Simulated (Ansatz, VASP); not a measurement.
Given: the input of a run of Ansatz 0.2.0 on Ge (Germanium). 

The input input.yaml:

```yaml
crystal:
  lattice:
    - [0.0, 2.82891, 2.82891]
    - [2.82891, 0.0, 2.82891]
    - [2.82891, 2.82891, 0.0]
  atoms:
    - { symbol: Ge, position: [0.75, 0.75, 0.75] }
    - { symbol: Ge, position: [0.5, 0.5, 0.5] }
kpoints:
  mp_grid: { grid: [8, 8, 8] }
scf:
  occupations: { method: gaussian, width: 0.021 }
hamiltonian:
  xc: pbe
  pseudopotentials: { kind: all_electron, lapw: { basis_error: 0.001 } }
output:
  forces: true
  stress: true
  eigenvalues: true
```

Potentials or basis: all-electron LAPW, scalar-relativistic.

Command:

```bash
$ ansatz run input.yaml --threads 1 --pin off --max-ram 3072MiB --backend cpu --events-out ev --progress --plain --runs-dir out
```

Q: Translate it to VASP 6.6.1. Potentials or basis there: PBE PAW files Ge_d, 520 eV.

A: As run (cutoffs and basis follow the program's own potentials, and thresholds, step limits or extra output files can differ):

INCAR

```
SYSTEM = Ge
  PREC = Accurate
  ENCUT = 520
  EDIFF = 1E-7
  ISMEAR = 0
  SIGMA = 0.020999999999999998
  LREAL = .FALSE.
  LASPH = .TRUE.
  NELM = 60
  ALGO = Normal
  ISIF = 2
  LWAVE = .FALSE.
  LCHARG = .FALSE.
  GGA = PE
```

KPOINTS

```
regular mesh
0
G
  8 8 8
  0 0 0
```

Contents of POSCAR:

```
Ge
1.0
    0.0000000000      2.8289100000      2.8289100000
    2.8289100000      0.0000000000      2.8289100000
    2.8289100000      2.8289100000      0.0000000000
Ge
2
Direct
    0.7500000000      0.7500000000      0.7500000000
    0.5000000000      0.5000000000      0.5000000000
```

Potentials or basis: VASP PAW PBE potentials, release 64 (Ge_d).

Launch:

```bash
$ cat potpaw_PBE.64/Ge_d/POTCAR > POTCAR
$ mpirun -np 1 vasp_std > vasp.out
```

Both were run:

|  | Ansatz | VASP |
| --- | --- | --- |
| Pressure | 3.6 GPa | 3.5 GPa |

Where Ansatz's input types no cutoff or centring, it takes its own default and a Γ-centred mesh.

Pressure is positive in compression.
